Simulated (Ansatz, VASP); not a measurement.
# Cross-check of InAs between VASP and Ansatz

Aim: how closely do two programs agree when they are given the same cell, functional and k mesh? The cell is taken from a series of runs on this material, whose earlier steps may have relaxed, scaled, displaced or heated it; both programs get it as it stands.

Main program and level: Ansatz 0.2.0; plane waves, with VASP 6.6.1 beside it; zone-centre phonons at PBEsol.

### Step 1. Set-up

Symmetry: I-4m2, No. 119, tetragonal system. The conventional cell has a = 4.390 Å, b = 4.390 Å, c = 5.948 Å, α = 90.00°, β = 90.00°, γ = 90.00°. Nearest to As lie 4 In at 2.65 Å. Nearest to In lie 4 As at 2.65 Å. Farther neighbours are not listed.

### Step 2. Ansatz: zone-centre phonons, PBEsol

Ansatz runs on its PAW soft_1 files.

Second derivatives magnify differences that forces hide, and they need a tight electronic threshold.

Input file input.yaml:

```yaml
crystal:
  lattice:
    - [0.0, 3.1045390708, 2.9741969409]
    - [3.1045390708, 0.0, 2.9741969409]
    - [3.1045390708, 3.1045390708, 0.0]
  atoms:
    - { symbol: As, position: [0.7499947627, 0.7499947627, 0.7499740758] }
    - { symbol: In, position: [5.2373e-06, 5.2373e-06, 2.59242e-05] }
kpoints:
  mp_grid: { grid: [12, 12, 12], shift: [0.5, 0.5, 0.5] }
hamiltonian:
  xc: pbesol
  pseudopotentials: { kind: paw, azcp: { folder: soft_1 }, xc_functional: pbe }
scf:
  occupations: { method: gaussian, width: 0.015 }
output:
  eigenvalues: true
phonons:
  method: dfpt
```

On the command line:

```
$ ansatz run input.yaml --threads 4 --pin off --max-ram 10240MiB --backend cpu --events-out ev --progress --plain --runs-dir out
```

Numbers of over 12 decimals in the logs are rounded to 6 here.

Log:

```text
Engine: ansatz 0.2.0, aarch64-unknown-linux-gnu
Pseudopotentials: kind: paw
Pseudopotential: As, paw, valence charge 15, recommended cutoff 420 eV (normal), soft_1/As.paw.azcp
Pseudopotential: In, paw, valence charge 13, recommended cutoff 420 eV (normal), soft_1/In.paw.azcp
Functional definition: PBEsol
  exchange = pbesol_x
  correlation = pbesol_c
Crystal: 2 atoms, lattice volume = 57.332 Å³
Basis set: ecut = 420 eV, 1129 PW (Γ), exchange–correlation on 60×60×60 points (8 copies of the dense FFT grid, shifted against one another)
Bands: 18, of which v1, the nominal top of the filled ones, is band 14 counted from 1 (13 counted from 0)
Symmetry: 2 space group operations
k-points: 864 of 1728 (irreducible under 1 space group operation, time reversal used)
Non-local potential: As, projectors of the file, l = 0: 2, l = 1: 2, l = 2: 3, l = 3: 1
Non-local potential: In, projectors of the file, l = 0: 2, l = 1: 2, l = 2: 2, l = 3: 1
PAW form: soft (Blöchl's): semilocal exchange-correlation on the pseudo side does not see the compensation charge
PAW frozen core: As, regenerated for the run's functional, and the local potential with it (the file was generated under x = pbe(κ = 0.804, μ = 0.219515), c = pbe(β = 0.066725))
PAW frozen core: In, regenerated for the run's functional, and the local potential with it (the file was generated under x = pbe(κ = 0.804, μ = 0.219515), c = pbe(β = 0.066725))
PAW one-centre angular grid: As, 590 points (default); XC on 64 Gauss nodes
PAW one-centre angular grid: In, 590 points (default); XC on 64 Gauss nodes
Initial density: superposition of atomic densities (chi_scale 0.1, normalization cell, long waves kept (reshape's long-wave potential 0.00 eV rms))
Initial wavefunctions: pseudopotential atomic-orbital guess
Functional: x = pbesol(κ = 0.804, μ = 0.123457), c = pbesol(β = 0.046)
SCF iter   1: F=—  HF=-10338.974125 eV  |F-HF|=—  |Δ(HF+E_count)|=         —  Δρ=2.76e-2  dr2=3.49e-1  ethr=3.10e-3  ⟨swp⟩=6.0  Hψ=77871  notcnv=0
preconditioner: auto → none  [insulator: Δε(μ)=0.318 eV  Ē_g=14.520 eV  σ=0.015 eV  W_gap=1.00  n_scr=14 (ndim 8)  ℏωp=20.8 eV  f_vac=0.014  D(μ)=0.00/eV (n_scr^D=0)  ε∞_Penn≈3.1]
SCF iter   2: F=—  HF=-10338.900204 eV  |F-HF|=—  |Δ(HF+E_count)|=   7.39e-2  Δρ=1.26e-2  dr2=6.54e-2  ethr=1.24e-3  ⟨swp⟩=2.0  Hψ=25920  notcnv=0
SCF iter   3: F=—  HF=-10338.888689 eV  |F-HF|=—  |Δ(HF+E_count)|=   1.15e-2  Δρ=1.82e-3  dr2=4.48e-3  ethr=2.34e-4  ⟨swp⟩=2.0  Hψ=22474  notcnv=0
SCF iter   4: F=—  HF=-10338.887064 eV  |F-HF|=—  |Δ(HF+E_count)|=   1.63e-3  Δρ=5.86e-4  dr2=1.14e-4  ethr=1.60e-5  ⟨swp⟩=2.8  Hψ=32260  notcnv=0
SCF iter   5: F=—  HF=-10338.887070 eV  |F-HF|=—  |Δ(HF+E_count)|=   5.61e-6  Δρ=1.98e-4  dr2=8.39e-6  ethr=4.05e-7  ⟨swp⟩=2.0  Hψ=30767  notcnv=0
SCF iter   6: F=—  HF=-10338.887079 eV  |F-HF|=—  |Δ(HF+E_count)|=   9.56e-6  Δρ=1.71e-5  dr2=7.84e-8  ethr=2.99e-8  ⟨swp⟩=2.0  Hψ=18440  notcnv=0
SCF iter   7: F=—  HF=-10338.887079 eV  |F-HF|=—  |Δ(HF+E_count)|=   3.01e-7  Δρ=2.15e-6  dr2=2.43e-9  ethr=2.80e-10  ⟨swp⟩=2.8  Hψ=26937  notcnv=0
SCF iter   8: F=—  HF=-10338.887079 eV  |F-HF|=—  |Δ(HF+E_count)|=  8.06e-10  Δρ=9.87e-7  dr2=5.46e-10  ethr=8.70e-12  ⟨swp⟩=2.0  Hψ=27648  notcnv=0
SCF iter   9: F=—  HF=-10338.887079 eV  |F-HF|=—  |Δ(HF+E_count)|=  3.00e-10  Δρ=1.90e-7  dr2=2.34e-11  ethr=1.95e-12  ⟨swp⟩=2.0  Hψ=27568  notcnv=0
SCF iter  10: F=-10338.887079 eV  HF=-10338.887079 eV  |F-HF|=1.82e-12  |Δ(HF+E_count)|=  9.09e-12  Δρ=1.69e-8  dr2=1.76e-13  ethr=1.00e-12  ⟨swp⟩=6.0  Hψ=65358  notcnv=0
SCF 1 converged in 10 iterations: F = -10338.887079 eV  dr2 = 1.76e-13
  greatest PAW one-centre occupation: 0.999 electrons in one spin orbital (limit 2), on the As atom at site 0 (counted from 0), in its partial waves of l = 2
DFPT response loops at Γ: preconditioner auto → none (the input reference at scf.mixing.eps_inf says where Resta's filter doesn't serve); β = 0.50; Broyden in place of MSR1
SCF converged after 10 iterations
Free energy (F): -10338.887079 eV
Harris-Foulkes:  -10338.887079 eV  (|F-HF|=1.82e-12)
Internal energy: -10338.887079 eV  (E = F + TS)
E sigma→0 (E₀):  -10338.887079 eV
Fermi energy:    7.232479 eV
--- Per-component energies (eV) ---
  E_band       = -331.888709
  E_kinetic    = 316.060292
  E_local      = -3526.581747  (includes V_loc(G=0)·N_el)
  E_nonlocal   = -63.464395
  E_hartree    = 1747.942018
  E_xc         = -211.143843
  E_vxc        = -162.697692  (∫ρ·V_xc dr)
  E_paw        = -6109.486025  (= ΣΔE_a)
  E_vpaw       = -391.089345  (= ΣTr[D̂ρ^β])
  E_aug_tail   = 0.000151  (compensation charges beyond the density's cutoff)
  E_ewald      = -2493.415864
  E_core_change = 1.202334  (= ΣΔE_core)
  E_smearing   = -0.000000  (= −TS)
  E_closure    = -0.000000  (closes the sum)
  Σ components = -10338.887079   (vs F -10338.887079, Δ=0.00e0)
--- Band table (eV; the first three rows and the last of 864) ---
  k-point 0: bands = [... 10 lower, -4.5764, 6.2307, 6.9756, 7.0884, 7.3766, 10.8695, 10.9801, 10.9863]
  k-point 1: bands = [... 10 lower, -4.4881, 5.3963, 6.9031, 6.9213, 7.9299, 10.9158, 11.0663, 11.2248]
  k-point 2: bands = [... 10 lower, -4.2737, 4.2952, 6.6111, 6.7155, 8.2837, 11.2482, 11.3125, 11.6179]
  k-point 863: bands = [... 10 lower, -3.2185, 1.4584, 5.8667, 6.2006, 8.0128, 11.5110, 11.8575, 13.8096]
--- Phonons (Γ-DFPT): 4 representative perturbations + reference, on 864 of 1728 k-points (Σ response iterations 12) ---
  k mesh reduced under 1 symmetry operation, with k and −k counted as one. Each operation leaves every solved perturbation unchanged. A smaller set is not used because it would not reduce the number of displacements times k-points to solve
  ASR residual: 6.434e-5 → 0.000e0 eV/Å²; symmetrization residual: 2.058e-5 eV/Å²
  ASR residual per site (eV/Å²): 2.09e-5 6.43e-5
  Γ frequencies (cm⁻¹): 0.00 0.00 0.00 202.47 205.25 205.49
  non-analytic LO–TO correction: not included (Born effective charges unavailable; polar crystals: no LO–TO splitting at Γ)
```

(Part 1 of 3 ends here.)

[Lines on the potential files, build, host, timing and source positions are cut from VASP's logs without a mark.]

[Logs are printed without paths, hosts, clocks, repeated set-up lines and the standing remarks that a program may print on its own settings, such as how far it seeks lower states.]

[Hosts, paths, dates, database ids (printed as entryN), source tags and the programs' standing remarks are cut or masked in the printed files.]
